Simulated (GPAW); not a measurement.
# W (Fm-3m) in GPAW: notebook

The runs below take W through Fermi surface, density of states, with PBEsol, BEEF-vdW, vdW-DF2.

Everything below comes from runs of GPAW 26.7.0. Logs are shortened: lines on timing, memory, paths and dates and some standing lists are left out, and cuts for length are marked. The log counts tension as positive stress, the text compression.

## 1. The crystal as given

The structure is cubic, space group Fm-3m (No. 225). Conventional cell: a = 4.060 Å, b = 4.060 Å, c = 4.060 Å, α = 90.00°, β = 90.00°, γ = 90.00°. W (site symmetry m-3m) has 12 W at 2.87 Å as nearest neighbours.

This isn't the form of W at room conditions, which is bcc.

## 2. Fermi surface, PBEsol

run.py reads:

```python
import json
import numpy as np
import spglib
from ase import Atoms
from ase.dft.bandgap import bandgap
from ase.io import read, write
from ase.units import GPa
from gpaw import GPAW, PW, setup_paths

setup_paths.insert(0, '.')

atoms = read('W.cif')
cell, positions, numbers = spglib.find_primitive(
    (atoms.cell[:], atoms.get_scaled_positions(), atoms.numbers), symprec=1e-4)
atoms = Atoms(numbers, cell=cell, scaled_positions=positions, pbc=True)

calc = GPAW(mode=PW(600),
            xc='PBEsol',
            kpts={'size': (11, 11, 11), 'gamma': True},
            occupations={'name': 'fermi-dirac', 'width': 0.05},
            nbands=16,
            convergence={'density': 1e-05, 'energy': 1e-05},
            maxiter=150,
            txt='gpaw.txt')
atoms.calc = calc
energy = atoms.get_potential_energy()
forces = atoms.get_forces()
stress = atoms.get_stress()
calc.write('gs.gpw')
write('result.traj', atoms)
print(f'Energy: {energy:.6f} eV')
print('Forces (eV/A):')
print(forces.round(4))
print('Stress (GPa):', (stress / GPa).round(3))
print('Fermi level:', round(calc.get_fermi_level(), 4), 'eV')
print(f'Gap: {bandgap(calc)[0]:.4f} eV, direct: {bandgap(calc, direct=True)[0]:.4f} eV')

size = (18, 18, 18)
dense = calc.fixed_density(kpts={'size': size, 'gamma': True}, update_fermi_level=True,
                           convergence={'bands': 'CBM+2.0', 'eigenstates': 1e-7}, txt='dense.txt')
ef = dense.get_fermi_level()
index = np.round(dense.get_bz_k_points() * size).astype(int) % size
recip = 2 * np.pi * atoms.cell.reciprocal()
sheets = []
for s, e_kn in enumerate(dense.eigenvalues()):
    for n in range(e_kn.shape[1] - 2):
        if e_kn[:, n].min() < ef < e_kn[:, n].max():
            e = np.empty(size)
            e[tuple(index.T)] = e_kn[dense.get_bz_to_ibz_map(), n] - ef
            de = np.array([(np.roll(e, -1, c) - np.roll(e, 1, c)) * size[c] / 2 for c in range(3)])
            v = np.linalg.norm(np.einsum('vc,cxyz->vxyz', np.linalg.inv(recip), de), axis=0)
            w = np.exp(-(e / 0.1)**2) / (0.1 * np.pi**0.5)
            sheets.append({'spin': s, 'band': n, 'filled': (e < 0).mean(), 'dos': w.mean(), 'bottom': e.min(), 'top': e.max(),
                           'velocity': (w * v).sum() / w.sum() * 1.519267e5, 'slice': e[:, :, 0].round(3).tolist()})
            print(f'spin {s} band {n}: filled share {sheets[-1]["filled"]:.3f}, from {e.min():.3f} to {e.max():.3f} eV,',
                  f'{w.mean():.3f} states/eV, mean velocity {sheets[-1]["velocity"]:.3e} m/s')
print('Fermi level on the dense mesh:', round(ef, 4), 'eV,', len(sheets), 'sheets')
json.dump({'ef': ef, 'sheets': sheets}, open('fermi.json', 'w'))
```

W.cif reads:

```cif
data_W
_cell_length_a 4.06000000
_cell_length_b 4.06000000
_cell_length_c 4.06000000
_cell_angle_alpha 90.00000000
_cell_angle_beta 90.00000000
_cell_angle_gamma 90.00000000
_space_group_name_H-M_alt 'Fm-3m'
_space_group_name_Hall '-F 4 2 3'
_space_group_IT_number 225
loop_
_space_group_symop_operation_xyz
'x,y,z'
'-x,-y,-z'
'-y,x,z'
'y,-x,-z'
'-x,-y,z'
'x,y,-z'
'y,-x,z'
'-y,x,-z'
'x,-y,-z'
'-x,y,z'
'-y,-x,-z'
'y,x,z'
'-x,y,-z'
'x,-y,z'
'y,x,-z'
'-y,-x,z'
'z,x,y'
'-z,-x,-y'
'z,-y,x'
'-z,y,-x'
'z,-x,-y'
'-z,x,y'
'z,y,-x'
'-z,-y,x'
'-z,x,-y'
'z,-x,y'
'-z,-y,-x'
'z,y,x'
'-z,-x,y'
'z,x,-y'
'-z,y,x'
'z,-y,-x'
'y,z,x'
'-y,-z,-x'
'x,z,-y'
'-x,-z,y'
'-y,z,-x'
'y,-z,x'
'-x,z,y'
'x,-z,-y'
'-y,-z,x'
'y,z,-x'
'-x,-z,-y'
'x,z,y'
'y,-z,-x'
'-y,z,x'
'x,-z,y'
'-x,z,-y'
'x,y+1/2,z+1/2'
'-x,-y+1/2,-z+1/2'
'-y,x+1/2,z+1/2'
[... 62 lines left out ...]
'-z+1/2,-x,-y+1/2'
'z+1/2,-y,x+1/2'
'-z+1/2,y,-x+1/2'
'z+1/2,-x,-y+1/2'
'-z+1/2,x,y+1/2'
'z+1/2,y,-x+1/2'
'-z+1/2,-y,x+1/2'
'-z+1/2,x,-y+1/2'
'z+1/2,-x,y+1/2'
'-z+1/2,-y,-x+1/2'
'z+1/2,y,x+1/2'
'-z+1/2,-x,y+1/2'
'z+1/2,x,-y+1/2'
'-z+1/2,y,x+1/2'
'z+1/2,-y,-x+1/2'
'y+1/2,z,x+1/2'
'-y+1/2,-z,-x+1/2'
'x+1/2,z,-y+1/2'
'-x+1/2,-z,y+1/2'
'-y+1/2,z,-x+1/2'
'y+1/2,-z,x+1/2'
'-x+1/2,z,y+1/2'
'x+1/2,-z,-y+1/2'
'-y+1/2,-z,x+1/2'
'y+1/2,z,-x+1/2'
'-x+1/2,-z,-y+1/2'
'x+1/2,z,y+1/2'
'y+1/2,-z,-x+1/2'
'-y+1/2,z,x+1/2'
'x+1/2,-z,y+1/2'
'-x+1/2,z,-y+1/2'
'x+1/2,y+1/2,z'
'-x+1/2,-y+1/2,-z'
'-y+1/2,x+1/2,z'
'y+1/2,-x+1/2,-z'
'-x+1/2,-y+1/2,z'
'x+1/2,y+1/2,-z'
'y+1/2,-x+1/2,z'
'-y+1/2,x+1/2,-z'
'x+1/2,-y+1/2,-z'
'-x+1/2,y+1/2,z'
'-y+1/2,-x+1/2,-z'
'y+1/2,x+1/2,z'
'-x+1/2,y+1/2,-z'
'x+1/2,-y+1/2,z'
'y+1/2,x+1/2,-z'
'-y+1/2,-x+1/2,z'
'z+1/2,x+1/2,y'
'-z+1/2,-x+1/2,-y'
'z+1/2,-y+1/2,x'
'-z+1/2,y+1/2,-x'
'z+1/2,-x+1/2,-y'
'-z+1/2,x+1/2,y'
'z+1/2,y+1/2,-x'
'-z+1/2,-y+1/2,x'
'-z+1/2,x+1/2,-y'
'z+1/2,-x+1/2,y'
'-z+1/2,-y+1/2,-x'
'z+1/2,y+1/2,x'
'-z+1/2,-x+1/2,y'
'z+1/2,x+1/2,-y'
'-z+1/2,y+1/2,x'
'z+1/2,-y+1/2,-x'
'y+1/2,z+1/2,x'
'-y+1/2,-z+1/2,-x'
'x+1/2,z+1/2,-y'
'-x+1/2,-z+1/2,y'
'-y+1/2,z+1/2,-x'
'y+1/2,-z+1/2,x'
'-x+1/2,z+1/2,y'
'x+1/2,-z+1/2,-y'
'-y+1/2,-z+1/2,x'
'y+1/2,z+1/2,-x'
'-x+1/2,-z+1/2,-y'
'x+1/2,z+1/2,y'
'y+1/2,-z+1/2,-x'
'-y+1/2,z+1/2,x'
'x+1/2,-z+1/2,y'
'-x+1/2,z+1/2,-y'
loop_
_atom_site_label
_atom_site_type_symbol
_atom_site_symmetry_multiplicity
_atom_site_Wyckoff_symbol
_atom_site_fract_x
_atom_site_fract_y
_atom_site_fract_z
_atom_site_occupancy
W1 W 4 a 0.0000000000 0.0000000000 0.0000000000 1
```

Potentials or basis: PAW data sets generated in the run's folder for this functional, pw.

On the command line:

```sh
$ gpaw-setup -f PBEsol W
$ OMP_NUM_THREADS=1 python run.py
```

gpaw.txt:

```text
__  _  _
 | _ |_)|_||  |
 |__||  | ||/\| - 26.7.0

Input parameters:
  mode=PW(ecut=600.0),
  convergence={'density': 1e-05, 'energy': 1e-05},
  kpts=MonkhorstPack(size=(11, 11, 11), gamma=True),
  maxiter=150,
  nbands=16,
  occupations=Occupations(name='fermi-dirac', width=0.05),
  xc=XC(name='PBEsol')

Diagonalizing LCAO Hamiltonian
Converting LCAO to pw mode

       W

Atoms  # Å, Bohr magnetons
|   | symbol |        x |        y |        z |    initial magnetic moments |
|---|--------|----------|----------|----------|-----------------------------|
| 0 |      W | 0.000000 | 0.000000 | 0.000000 | ( 0.0000,  0.0000,  0.0000) |

Unit cell  # Å
| periodic |        x |        y |        z |  lengths |    angles |
|----------|----------|----------|----------|----------|-----------|
|      yes | 0.000000 | 2.030000 | 2.030000 | 2.870854 | 60.000000 |
|      yes | 2.030000 | 0.000000 | 2.030000 | 2.870854 | 60.000000 |
|      yes | 2.030000 | 2.030000 | 0.000000 | 2.870854 | 60.000000 |

Number of symmetries: 48
Symmetry operations  # r_c * U_cc + t_c -> r_c
|    | kind |            matrix            |
|----|------|------------------------------|
|  0 |  σ   |  1, 0, 0,  1, 0,-1,  1,-1, 0 |
|  1 |  C2  |  1, 0, 0,  1,-1, 0,  1, 0,-1 |
|  2 |  E   |  1, 0, 0,  0, 1, 0,  0, 0, 1 |
|  3 |  σ   |  1, 0, 0,  0, 0, 1,  0, 1, 0 |
|  4 |  C4  |  1, 0,-1,  1, 0, 0,  1,-1, 0 |
|  5 |  S6  |  1, 0,-1,  1,-1, 0,  1, 0, 0 |
|  6 |  σ   |  1, 0,-1,  0, 1,-1,  0, 0,-1 |
|  7 |  C3  |  1, 0,-1,  0, 0,-1,  0, 1,-1 |
|  8 |  S6  |  1,-1, 0,  1, 0, 0,  1, 0,-1 |
|  9 |  C4  |  1,-1, 0,  1, 0,-1,  1, 0, 0 |
| 10 |  C3  |  1,-1, 0,  0,-1, 1,  0,-1, 0 |
| 11 |  σ   |  1,-1, 0,  0,-1, 0,  0,-1, 1 |
| 12 |  σ   |  0, 1, 0,  1, 0, 0,  0, 0, 1 |
| 13 |  C4  |  0, 1, 0,  0, 1,-1, -1, 1, 0 |
| 14 |  C3  |  0, 1, 0,  0, 0, 1,  1, 0, 0 |
| 15 |  S6  |  0, 1, 0, -1, 1, 0,  0, 1,-1 |
| 16 |  C2  |  0, 1,-1,  1, 0,-1,  0, 0,-1 |
| 17 |  σ   |  0, 1,-1,  0, 1, 0, -1, 1, 0 |
| 18 |  S4  |  0, 1,-1,  0, 0,-1,  1, 0,-1 |
| 19 |  C4  |  0, 1,-1, -1, 1, 0,  0, 1, 0 |
| 20 |  C3  |  0, 0, 1,  1, 0, 0,  0, 1, 0 |
| 21 |  σ   |  0, 0, 1,  0, 1, 0,  1, 0, 0 |
| 22 |  S6  |  0, 0, 1,  0,-1, 1, -1, 0, 1 |
| 23 |  C4  |  0, 0, 1, -1, 0, 1,  0,-1, 1 |
| 24 |  S4  |  0, 0,-1,  1, 0,-1,  0, 1,-1 |
| 25 |  C3  |  0, 0,-1,  0, 1,-1,  1, 0,-1 |
| 26 |  C2  |  0, 0,-1,  0,-1, 0, -1, 0, 0 |
| 27 |  S6  |  0, 0,-1, -1, 0, 0,  0,-1, 0 |
| 28 |  S4  |  0,-1, 1,  1,-1, 0,  0,-1, 0 |
| 29 |  C4  |  0,-1, 1,  0, 0, 1, -1, 0, 1 |
| 30 |  C2  |  0,-1, 1,  0,-1, 0,  1,-1, 0 |
| 31 |  σ   |  0,-1, 1, -1, 0, 1,  0, 0, 1 |
| 32 |  C3  |  0,-1, 0,  1,-1, 0,  0,-1, 1 |
| 33 |  S6  |  0,-1, 0,  0, 0,-1, -1, 0, 0 |
| 34 |  S4  |  0,-1, 0,  0,-1, 1,  1,-1, 0 |
| 35 |  C2  |  0,-1, 0, -1, 0, 0,  0, 0,-1 |
| 36 |  C2  | -1, 1, 0,  0, 1, 0,  0, 1,-1 |
| 37 |  S6  | -1, 1, 0,  0, 1,-1,  0, 1, 0 |
| 38 |  S4  | -1, 1, 0, -1, 0, 1, -1, 0, 0 |
| 39 |  C3  | -1, 1, 0, -1, 0, 0, -1, 0, 1 |
| 40 |  S6  | -1, 0, 1,  0, 0, 1,  0,-1, 1 |
| 41 |  C2  | -1, 0, 1,  0,-1, 1,  0, 0, 1 |
| 42 |  C3  | -1, 0, 1, -1, 1, 0, -1, 0, 0 |
| 43 |  S4  | -1, 0, 1, -1, 0, 0, -1, 1, 0 |
| 44 |  C2  | -1, 0, 0,  0, 0,-1,  0,-1, 0 |
| 45 |  i   | -1, 0, 0,  0,-1, 0,  0, 0,-1 |
| 46 |  σ   | -1, 0, 0, -1, 1, 0, -1, 0, 1 |
| 47 |  C2  | -1, 0, 0, -1, 0, 1, -1, 1, 0 |

BZ-sampling:
  Number of BZ points: 1331
  Number of IBZ points: 56

  Monkhorst-Pack size: [11, 11, 11]
  Monkhorst-Pack shift: [0, 0, 0]

K-points  # in reciprocal-cell coordinates
|     |                                coordinates |     weight |
|-----|--------------------------------------------|------------|
|   0 | (  0.00000000,   0.00000000,   0.00000000) | 0.00075131 |
|   1 | (  0.09090909,   0.09090909,   0.00000000) | 0.00450789 |
|   2 | (  0.09090909,   0.09090909,   0.09090909) | 0.00601052 |
|   3 | (  0.18181818,   0.09090909,   0.09090909) | 0.00901578 |
|   4 | (  0.18181818,   0.18181818,   0.00000000) | 0.00450789 |
|   5 | (  0.18181818,   0.18181818,   0.09090909) | 0.01803156 |
|   6 | (  0.18181818,   0.18181818,   0.18181818) | 0.00601052 |
|   7 | (  0.27272727,   0.18181818,   0.09090909) | 0.01803156 |
|   8 | (  0.27272727,   0.18181818,   0.18181818) | 0.01803156 |
|   9 | (  0.27272727,   0.27272727,   0.00000000) | 0.00450789 |
| ... |                                            |            |
|  55 | (  0.45454545,   0.45454545,   0.45454545) | 0.00601052 |

Plane wave coefficients: 568
Cutoff: 600.0 eV

Spin-components: 1 (collinear spins)
Bands:           16
Projectors:      6
Spin-degeneracy: 2
Datatype:        complex128

Parallelization:
  kpt:    1
  domain: 1
  band:   1

Density:
  Valence electrons: 14.0
  Components: 1
  Grid points: [18 18 18]
  Charge: 0.0  # |e|

Potential:
  Grid points: [18 18 18]

species:
  W:
    name:    Tungsten
    Z:       74.0
    valence: 14
    core:    60
    charge:  0.0  # [|e|]
    compensation charges:
      type: gauss
      rc: 0.40  # [Å]
      lmax: 2
    cutoffs:
      filter: 2.36  # [Å]
      core: 3.02  # [Å]
    projectors
    | kind |    occ | energy [eV] | rcut [Å] |
    |------|--------|-------------|----------|
    |   5s |  2.000 |     -78.864 |    1.344 |
    |   6s |  2.000 |      -5.730 |    1.344 |
    |   5p |  6.000 |     -43.252 |    1.355 |
    |   6p |  0.000 |      -1.338 |    1.355 |
    |   5d |  4.000 |      -4.526 |    1.228 |
    |    d |        |      22.686 |    1.228 |

    Using partial waves for W as LCAO basis

Reference energy: -438642.771174  # eV

eigensolver:
  PPCG
  Converge bands: occupied
  niter=2

density mixing:
  MSR1-Mixer
  Pratt-step length: 0.05
  Maximum mixing coefficient: 0.75
  Old densities: 10
  SVD Regularization: 0.005
  Good broyden scale: 1.0
  Trust region scale: 1.0
  Backstep threshold: 4.0
  History deletion threshold: 6.0
  Fourier metric: weight=20.0, sigma=0.015

occupation numbers:
  Fermi-Dirac:
    width: 0.0500  # eV

poisson solver:
  ecut: 4800.0  # eV

xc functional:
  name: PBEsol with 2 nearest neighbor stencil

convergence criteria:
[... 6 lines left out ...]
|iter     | |      energy | eigst |  dens |
|---------|-|-------------|-------|-------|
|iter:   1| |  -12.145302 | -0.18 |       |
|iter:   2| |  -12.104062 | -3.27 | -1.22 |
|iter:   3| |  -11.902762 | -2.17 | -1.26 |
|iter:   4| |  -11.903750 | -3.83 | -1.99 |
|iter:   5| |  -11.904388 | -4.78 | -2.37 |
|iter:   6| |  -11.904391 | -7.36 | -3.65 |
|iter:   7| |  -11.904391c| -8.16c| -4.09 |
|iter:   8| |  -11.904391c| -9.14c| -5.43c|

Converged in 8 steps
Energy contributions relative to reference atoms: (reference = -438642.771174)

Energy contributions:
  Kinetic:          -0.689965
  Coulomb:          -1.651813
  Zero:             -0.035562
  External:          0.000000
  Xc:               -9.522700
  Entropy:          -0.008703
  Spinorbit:         0.000000
  ----------------------------
  Free energy:     -11.908743
  Extrapolated:    -11.904391

dipole moment: (-15.169723, -15.169723, -15.169723)  # |e|*Ang

Fermi level: 13.072
Eigenvalues  # (at kpt = [0.000, 0.000, 0.000])
| band index |      eig [eV] | occ [0-2] |
|------------|---------------|-----------|
|          0 |       -60.395 |     2.000 |
|          1 |       -24.307 |     2.000 |
|          2 |       -24.307 |     2.000 |
|          3 |       -24.307 |     2.000 |
|          4 |         4.220 |     2.000 |
|          5 |        12.533 |     2.000 |
[... 8 lines left out ...]
|         14 |        35.326 |     0.000 |
|         15 |        46.322 |     0.000 |

No gap
No difference between direct/indirect transitions

Forces  # eV/Ang
|       x |        y |       z |
|---------|----------|---------|
| 0.00000 | -0.00000 | 0.00000 |  # W    0

Stress tensor  # eV/Ang^3
|         x |         y |         z |
|-----------|-----------|-----------|
|  0.081520 | -0.000000 | -0.000000 |
| -0.000000 |  0.081520 |  0.000000 |
| -0.000000 |  0.000000 |  0.081520 |

# Writing to gs.gpw (mode='')
```

Wall time 23 s (1 thread of INTEL XEON PLATINUM 8581C at 2.10GHz (Emerald Rapids), shared host); peak memory 0.21 GiB.

What came out:

```yaml
Free_energy: -11.9087 eV
Pressure: -13.1 GPa
Band_gap_on_the_k_mesh: none (metal or under the smearing width)
```

The run has no spin-orbit coupling, so splittings on W are missing.

## 3. Density of states, BEEF-vdW

run.py reads:

```python
import numpy as np
from ase.dft.bandgap import bandgap
from ase.io import write
from ase.spacegroup import crystal
from gpaw import GPAW, PW

# W 4a
atoms = crystal(['W'],
                basis=[[0.0, 0.0, 0.0]],
                spacegroup=225, setting=1,  # Fm-3m
                cellpar=[4.06, 4.06, 4.06, 90.0, 90.0, 90.0],
                primitive_cell=True)

calc = GPAW(mode=PW(600),
            xc={'name': 'BEEF-vdW', 'backend': 'libvdwxc'},
            kpts={'size': (11, 11, 11), 'gamma': True},
            occupations={'name': 'marzari-vanderbilt', 'width': 0.2},
            nbands=13,
            convergence={'density': 1e-05, 'energy': 1e-05},
            mixer={'backend': 'msr1', 'beta': 0.15},
            maxiter=80,
            txt='gpaw.txt')
atoms.calc = calc
energy = atoms.get_potential_energy()
forces = atoms.get_forces()
calc.write('gs.gpw')
write('result.traj', atoms)
print(f'Energy: {energy:.6f} eV')
print('Forces (eV/A):')
print(forces.round(4))
print('Fermi level:', round(calc.get_fermi_level(), 4), 'eV')
print(f'Gap: {bandgap(calc)[0]:.4f} eV, direct: {bandgap(calc, direct=True)[0]:.4f} eV')

dense = calc.fixed_density(kpts={'size': (16, 16, 16), 'gamma': True}, update_fermi_level=True,
                           nbands=20, convergence={'bands': 'CBM+6.0', 'eigenstates': 1e-6}, txt='dos.txt')
ef = dense.get_fermi_level()
dos = dense.dos(shift_fermi_level=False)
energies = np.linspace(ef - 14, ef + 6, 401)
spins = [None]
columns = [energies] + [dos.raw_dos(energies, spin=s, width=0.1) for s in spins]
for symbol, l in [('W', 0), ('W', 1), ('W', 2)]:
    for s in spins:
        columns.append(sum(dos.raw_pdos(energies, a=a.index, l=l, spin=s, width=0.1)
                           for a in atoms if a.symbol == symbol))
np.savetxt('dos.dat', np.array(columns).T, fmt='%.4f')
print('Fermi level on the dense mesh:', round(ef, 4), 'eV')
```

Potentials or basis: GPAW PAW data sets (gpaw-data 1.2.1), pw.

On the command line:

```sh
$ OMP_NUM_THREADS=1 python run.py
```

Wall time 18 s (1 thread of INTEL XEON PLATINUM 8581C at 2.10GHz (Emerald Rapids), shared host); peak memory 0.21 GiB.

The run converged. Its results:

| Item | Value |
| --- | --- |
| Free energy | -307.5060 eV |
| Band gap on the k mesh | none (metal or under the smearing width) |
| Density of states at the Fermi level | 1.43 states/eV per cell |

Levels at points of the mesh, in eV from the Fermi level:
```csv
k point,band 5,band 6,band 7,band 8,band 9
"(0.00, 0.00, 0.00)",-8.79,-0.54,-0.54,-0.54,2.47
```

States per cell in windows of 1 eV (zero at the Fermi level; states under -8 eV left out):
| from (eV) | total |
| --- | --- |
| -8.0 | 0.08 |
| -7.0 | 0.15 |
| -6.0 | 0.38 |
| -5.0 | 0.86 |
| -4.0 | 0.93 |
| -3.0 | 0.97 |
| -2.0 | 1.23 |
| -1.0 | 1.35 |
| 0.0 | 0.90 |
| 1.0 | 0.98 |
| 2.0 | 0.76 |
| 3.0 | 0.74 |
| 4.0 | 1.13 |

Caveat: this smearing can pin the Fermi level at a band edge; the PAW data sets were made with another functional, which shifts forces and pressure a little.

(Continued in part 2 of 2.)
